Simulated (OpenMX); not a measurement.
An input for OpenMX 3.8.5 (Nb):

Contents of Nb.dat:

```
System.CurrrentDirectory             ./
System.Name                          Nb
DATA.PATH                            ./DFT_DATA13
level.of.stdout                      1
level.of.fileout                     1
Species.Number                       2
<Definition.of.Atomic.Species
  Nb  Nb7.0-s3p2d2f1         Nb_CA13
Definition.of.Atomic.Species>

<Hubbard.U.values
  Nb  1s 0.0 2s 0.0 3s 0.0 1p 0.0 2p 0.0 1d 3.0 2d 0.0 1f 0.0
Hubbard.U.values>

Atoms.Number                         1
Atoms.SpeciesAndCoordinates.Unit     FRAC
<Atoms.SpeciesAndCoordinates
    1  Nb    0.0000000000    0.0000000000    0.0000000000   6.480  6.520  on
Atoms.SpeciesAndCoordinates>

Atoms.UnitVectors.Unit               Ang
<Atoms.UnitVectors
    -1.6639500000    1.6639500000    1.6639500000
     1.6639500000   -1.6639500000    1.6639500000
     1.6639500000    1.6639500000   -1.6639500000
Atoms.UnitVectors>

scf.XcType                           LSDA-CA
scf.SpinPolarization                 on
scf.Hubbard.U                        on
scf.Hubbard.Occupation               dual
scf.ElectronicTemperature            580.226
scf.energycutoff                     400.0
scf.maxIter                          75
scf.EigenvalueSolver                 band
scf.Kgrid                            9 9 9
scf.Mixing.Type                      rmm-diisk
scf.Init.Mixing.Weight               0.05
scf.Min.Mixing.Weight                0.001
scf.Max.Mixing.Weight                0.3
scf.Mixing.History                   25
scf.Mixing.StartPulay                8
scf.criterion                        1.0e-7
MD.Type                              nomd
Voronoi.charge                       on
Energy.Decomposition                 on
```

Potentials or basis: OpenMX 2013 LDA set, Nb7.0-s3p2d2f1, grid cutoff 400 Ry.

The run is started by

```console
$ openmx Nb.dat -nt 1 > Nb.std
```

Problem. What does the program do with it?

Solution. The run stopped without a result. It printed:

Nb.std:

```text
*******************************************************
 Welcome to OpenMX   Ver. 3.8.5
 Copyright (C), 2002-2014, T. Ozaki
 OpenMX comes with ABSOLUTELY NO WARRANTY.
 This is free software, and you are welcome to
 redistribute it under the constitution of the GNU-GPL.
*******************************************************

Format error for Definition.of.Atomic.Species
```
